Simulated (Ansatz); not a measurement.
An Ansatz input and the part of its output that reports the observables at the nuclei.

The cell is an entry of the Crystallography Open Database (COD), relaxed with PBE at fixed cell and then changed (z compressed by 3 %, ions relaxed).

```yaml
crystal:
  lattice:
    - [0.0, 2.259, 2.19123]
    - [2.259, 0.0, 2.19123]
    - [2.259, 2.259, 0.0]
  atoms:
    - { symbol: Hf, position: [0.0, 0.0, 0.0] }
    - { symbol: "N", position: [0.5, 0.5, 0.5] }
kpoints:
  mp_grid: { grid: [18, 18, 18] }
scf:
  occupations: { method: fermi_dirac, width: 0.05 }
hamiltonian:
  xc: pbe
  pseudopotentials: { kind: paw }
output:
  forces: true
  stress: true
  populations: true
  efg:
    quadrupole_moments_barn: { Hf: 3.365, "N": 0.02044 }
    contact_densities: true
relax:
  f_tol: 0.02
  max_steps: 60
```

```sh
ansatz run input.yaml --threads 1 --pin off --max-ram 3072MiB --backend cpu --events-out ev --progress --plain --runs-dir out
```

The run relaxes the ions first, and the block belongs to the relaxed positions.

Of the output, the block on the nuclei alone is shown; the set-up, the SCF iterations, energies, forces and stress are cut. One atom of each set with nearly equal values is shown.

```
--- PAW observables at the nuclei: V_zz in 10²¹ V/m², potentials from the cell's mean, atoms counted from 1 ---
  atom   1  Hf V_zz =   -14.297749   η = 0.0000   by run symmetry: allowed   C_q = -1163.3412 MHz
            electrostatic potential = -14187.739607 V   contact ρ = 7528545.201527 e/Å³
  atom   2  N  V_zz =    -1.062645   η = 0.0000   by run symmetry: allowed   C_q = -0.5252 MHz
            electrostatic potential = -529.054469 V   contact ρ = 1414.169159 e/Å³
```

The relaxation (1 step) took 12 s of wall time (12 s of CPU time) and 0.63 GiB at its peak, on 1 thread of Intel Xeon Platinum 8488C (Sapphire Rapids) (x86_64; 16 cores open to the job, memory cap 3.0 GiB, no GPU), a shared host with a load of 0.4 a core.

With no gap above 0.1 eV, as in a metal, the gradients converge slowly in k; expect changes of a tenth or more on a denser mesh. Without spin–orbit coupling the gradients at and beside Hf can be off by some per cent, at some sites by more. At this changed cell the PBE pressure is 15 GPa.
